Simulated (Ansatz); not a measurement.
**Tetradymite Sb2Te3**

All values below come from PBEsol (Ansatz, a program for electronic structure, plane waves, PAW).

Cell: relaxed at this level.

```yaml
interlayer_binding_energy: 12.2 meV/Å²
layer_repeat_distance: 9.949 Å
gap_between_the_layers: 2.630 Å
```

Note: the cell comes from a level without a dispersion term, which matters for the spacing of layers, chains or molecules.

Spin–orbit coupling is not included; with these elements it can move the gap by several tenths of an eV or more.

Cost on a shared machine: very roughly 9 core-minutes.
